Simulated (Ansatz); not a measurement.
Take a crystal in which P has been replaced by As on all its sites, with the cell rescaled by a rough guess (in some cases also distorted within its space group) and nothing relaxed:

```cif
data_structure
_symmetry_space_group_name_H-M 'P 1'
_symmetry_Int_Tables_number 1
_cell_length_a 4.1185
_cell_length_b 4.1185
_cell_length_c 4.1185
_cell_angle_alpha 60.000
_cell_angle_beta 60.000
_cell_angle_gamma 60.000
_cell_volume 49.40
loop_
_atom_site_label
_atom_site_type_symbol
_atom_site_fract_x
_atom_site_fract_y
_atom_site_fract_z
_atom_site_occupancy
Al1 Al 0.00000 0.00000 0.00000 1
As1 As 0.75000 0.75000 0.75000 1
```

Method: Ansatz 0.2.0, DFT PBE, scalar-relativistic, plane waves, PAW.

Plane waves to 420 eV, a k mesh through Γ of 8×8×8 on the computed 2-atom cell and Gaussian smearing (0.02 eV); no spin polarisation.

Problem. Will this cell want to expand or contract, and how hard?

Solution. The pressure is -3.0 GPa (positive in compression), so the cell would contract.

Problem. Is it a metal on this mesh?

Solution. No: the gap is 1.40 eV, the least direct gap 1.40 eV.

Problem. What is its energy against the elements in their standard states?

Solution. -0.475 eV/atom at this unrelaxed geometry, with the elements in the same functional.